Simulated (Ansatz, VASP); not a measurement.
RbBr: VASP beside Ansatz

File INCAR:

```
PREC     = Accurate       # precision mode
ENCUT    = 520            # plane-wave cutoff, eV
EDIFF    = 1E-6           # SCF threshold, eV
ISMEAR   = 0              # smearing method
SIGMA    = 0.05           # smearing width, eV
LREAL    = False          # projectors in reciprocal space
LASPH    = True           # aspherical terms in the spheres
NELM     = 80             # most SCF steps
ALGO     = Normal         # electronic algorithm
ISIF     = 2              # what is computed and relaxed
LWAVE    = False          # write WAVECAR
LCHARG   = False          # write CHGCAR
GGA      = PE             # functional
NBANDS   = 15             # bands
```

The input KPOINTS:

```
Automatic mesh
0
Gamma
  6 6 6
```

The input POSCAR:

```
RbBr
1.0
    3.9610342080      0.0000000000      0.0000000000
    0.0000000000      3.9610342080      0.0000000000
    0.0000000000      0.0000000000      4.2911203920
Rb Br
1 1
Direct
    0.0000000000      0.0000000000      0.0000000000
    0.5000000000      0.5000000000      0.5000000000
```

Input for Ansatz:

```yaml
crystal:
  lattice:
    - [3.961034208, 0.0, 0.0]
    - [0.0, 3.961034208, 0.0]
    - [0.0, 0.0, 4.291120392]
  atoms:
    - { symbol: Rb, position: [0.0, 0.0, 0.0] }
    - { symbol: Br, position: [0.5, 0.5, 0.5] }
basis:
  ecutwfc: 420
kpoints:
  mp_grid: { grid: [6, 6, 6] }
hamiltonian:
  xc: pbe
scf:
  occupations: { method: gaussian, width: 0.05 }
output:
  forces: true
  stress: true
  eigenvalues: true
```

Change from the starting cell: strain -0.040 along x and y, +0.040 along z, atoms carried along.

Alike in both runs: task single point; functional PBE; k mesh 6 × 6 × 6; occupations gaussian, width 0.05 eV; no spin polarisation.

```csv
,VASP,Ansatz
version,VASP 6.6.1,Ansatz 0.2.0
potentials or method,"VASP PAW PBE potentials, release 64 (Rb_sv, Br)","scalar-relativistic, plane waves, PAW"
plane-wave cutoff (eV),520,420
valence electrons in the cell,16,16
```

Ansatz gave:

```
gap on the k mesh at the Fermi level (eV)       : 4.00
least direct gap on the mesh (eV)               : 4.15
pressure (GPa)                                  : 1.6
largest component of the traceless stress (GPa) : 1.65
```

Task: What did VASP give for the same quantities?

Result: gap on the k mesh at the Fermi level (eV): 4.00; least direct gap on the mesh (eV): 4.15; pressure (GPa): 1.7; largest component of the traceless stress (GPa): 1.65.

With one functional, cell and mesh, what is left measures potentials, basis and numerics.

A k mesh can miss the band edges.
